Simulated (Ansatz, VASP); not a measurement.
Br in VASP and in Ansatz

The input INCAR:

```
PREC     = Accurate       # precision mode
ENCUT    = 520            # plane-wave cutoff, eV
EDIFF    = 1E-6           # SCF threshold, eV
ISMEAR   = -1             # smearing method
SIGMA    = 0.05           # smearing width, eV
LREAL    = F              # projectors in reciprocal space
LASPH    = T              # aspherical terms in the spheres
NELM     = 100            # most SCF steps
ALGO     = Normal         # electronic algorithm
ISIF     = 2              # what is computed and relaxed
LWAVE    = F              # write WAVECAR
LCHARG   = F              # write CHGCAR
GGA      = PS             # functional
NBANDS   = 10             # bands
```

Contents of KPOINTS:

```
Automatic mesh
0
Gamma
  16 16 16
```

POSCAR

```
Br
1.0
   -1.6015632746      1.6015632746      1.6015632746
    1.6015632746     -1.6015632746      1.6015632746
    1.6015632746      1.6015632746     -1.6015632746
Br
1
Direct
    0.0000000000      0.0000000000      0.0000000000
```

Input for Ansatz:

```yaml
crystal:
  lattice:
    - [-1.6015632746, 1.6015632746, 1.6015632746]
    - [1.6015632746, -1.6015632746, 1.6015632746]
    - [1.6015632746, 1.6015632746, -1.6015632746]
  atoms:
    - { symbol: Br, position: [0.0, 0.0, 0.0] }
kpoints:
  mp_grid: { grid: [16, 16, 16] }
scf:
  occupations: { method: fermi_dirac, width: 0.05 }
hamiltonian:
  xc: pbesol
  pseudopotentials: { kind: all_electron, lapw: { basis_error: 0.001 } }
output:
  forces: true
  stress: true
  eigenvalues: true
  populations: true
```

Change from the starting cell: volume scaled by 0.68, LAPW.

Alike in both runs: task single point; functional PBEsol; k mesh 16 × 16 × 16; occupations fermi-dirac, width 0.05 eV; no spin polarisation.

```csv
,VASP,Ansatz
version,VASP 6.6.1,Ansatz 0.2.0
potentials or method,"VASP PAW PBE potentials, release 64 (Br)","all-electron LAPW, scalar-relativistic"
plane-wave cutoff (eV),520,see its input
```

|  | VASP | Ansatz | Ansatz less VASP |
| --- | --- | --- | --- |
| pressure (GPa) | 41.7 | 41.5 | -0.21 |

Ansatz ran all-electron here, so the differences hold the error of VASP's frozen core and of both bases.

Caveats: so large a pressure means that the cell lies far from this level's equilibrium, or that cutoff or potentials fall short (VASP); the potentials were made for another functional, which shifts forces and pressure (VASP); an odd number of electrons without spin polarisation forces a metal; a magnetic or distorted state may lie lower.
